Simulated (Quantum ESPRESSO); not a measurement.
The system is AlN.

```xyz
2
Lattice="0.0000 2.1840 2.1840 2.1840 0.0000 2.1840 2.1840 2.1840 0.0000" Properties=species:S:1:pos:R:3 pbc="T T T"
Al    0.0000    0.0000    0.0000
N     1.0920    1.0920    1.0920
```

Measurements of this composition are mostly on another form, of space group No. 186.

Base run:

```yaml
Program: Quantum ESPRESSO 7.5
Functional: vdW-DF3-opt2
Potentials_or_basis: PseudoDojo 0.4.1 SR PBE standard
Cutoff: 1143 eV
Density_cutoff: 4572 eV
k_mesh: 10 × 10 × 10
Occupations: fermi-dirac, width 0.05 eV
Spin: no spin polarisation
```

Its results: band gap on the k mesh 3.35 eV, indirect (least direct gap 4.23 eV); pressure 4.1 GPa.

**Question.** The run is repeated on the same cell with these changes: functional from vdW-DF3-opt2 to vdW-DF-C09. What comes out?

**Answer.** Band gap on the k mesh 3.27 eV, indirect (least direct gap 4.17 eV); pressure 2.8 GPa.

Caveats: the potentials were made for another functional, which shifts forces and pressure.
